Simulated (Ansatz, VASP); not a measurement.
## Rh: VASP beside Ansatz

```
CELL_PARAMETERS angstrom
0.00000 1.89519 1.89519
1.89519 0.00000 1.89519
1.89519 1.89519 0.00000
ATOMIC_POSITIONS crystal
Rh 0.00000 0.00000 0.00000
```

Change from the starting cell: volume scaled by 0.99, crystal datasets.

Alike in both runs: task electric field gradients; functional PBE; k mesh 16 × 16 × 16; occupations fermi-dirac, width 0.08 eV; no spin polarisation.

|  | VASP | Ansatz |
| --- | --- | --- |
| version | VASP 6.6.1 | Ansatz 0.2.0 |
| potentials or method | VASP PAW PBE potentials, release 64 (Rh_pv), cutoff 520 eV | all-electron PAW with datasets made for the crystal, scalar-relativistic |

Ansatz gave:

```
pressure (GPa)                                                 : 8.9
Vzz of the field gradient on the site that differs most (V/Å²) : 0.0
```

Question: Which values does VASP return?

Answer: Pressure (GPa): 9.0; Vzz of the field gradient on the site that differs most (V/Å²): 0.0.

Ansatz ran all-electron here, so the differences hold the error of VASP's frozen core and of both bases. Ansatz warned: «gradients_without_spin_orbit».
